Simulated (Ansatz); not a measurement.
**ZnO: stable or not**

The cell was reached from a generator's guess, though it ends in a space group that the Crystallography Open Database lists for this formula.

Level of theory: DFT PBE, scalar-relativistic, plane waves, PAW in Ansatz. Settings of the last relaxation (2-atom cell): 420 eV, 12×12×12 k points, Gaussian smearing of 0.02 eV, no spin polarisation.

```yaml
crystal:
  lattice:
    - [0.00000, 2.16494, 2.16494]
    - [2.16494, 0.00000, 2.16494]
    - [2.16494, 2.16494, 0.00000]
  atoms:
    - { symbol: Zn, position: [0.00000, 0.00000, 0.00000] }
    - { symbol: O, position: [0.50000, 0.50000, 0.50000] }
```

Formation energies are uncorrected and refer to the elements' standard structures at the same level (O₂ as a molecule).

**Question.** These tests were run: energy against the elements; phonons on a 4×4×4 q mesh. What do they show?

**Answer.**

| test | result |
| --- | --- |
| energy against the elements | −1.271 eV/atom |
| phonons on a 4×4×4 q mesh | no imaginary mode on the mesh |

It fails none of these tests. Whether a mixture of other phases lies lower isn't tested here.

The run for the phonons used a 12×12×12 k mesh.
